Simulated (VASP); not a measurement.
Input of a VASP 6.6.1 run:

INCAR

```
SYSTEM = TiAl3
PREC = Accurate ; ENCUT = 600
EDIFF = 1E-7 ; ISMEAR = -1
SIGMA = 0.05 ; LREAL = .FALSE.
LASPH = .TRUE. ; NELM = 60
ALGO = Normal ; ISIF = 3
LWAVE = .FALSE. ; LCHARG = .FALSE.
GGA = PE ; IVDW = 12
IBRION = 2 ; NSW = 40
EDIFFG = -0.005 ; KPAR = 2
```

File KPOINTS:

```
Automatic mesh
0
G
  8 8 8
  0 0 0
```

Contents of POSCAR:

```
TiAl3
1.0
   -1.9111067713      1.9111067713      4.2806687947
    1.9111067713     -1.9111067713      4.2806687947
    1.9111067713      1.9111067713     -4.2806687947
Ti Al
1 3
Direct
    0.0000000000      0.0000000000      0.0000000000
    0.2500000000      0.7500000000      0.5000000000
    0.7500000000      0.2500000000      0.5000000000
    0.5000000000      0.5000000000      0.0000000000
```

Potentials or basis: VASP PAW PBE potentials, release 64 (Ti_sv, Al).

Run with:

```bash
$ cat potpaw_PBE.64/Ti_sv/POTCAR potpaw_PBE.64/Al/POTCAR > POTCAR
$ mpirun -np 2 vasp_std > vasp.out
```

(1) What does it give for the relaxed volume?

(2) Estimate the dispersion energy per atom.

(3) What does it give for the space group after relaxing (to 0.05 Å)?

Results:

(1) 15.29 Å³/atom.

(2) -0.435 eV.

(3) I4/mmm (No. 139).

Caveat: pairwise dispersion overbinds metals, which lowers pressure and volume.
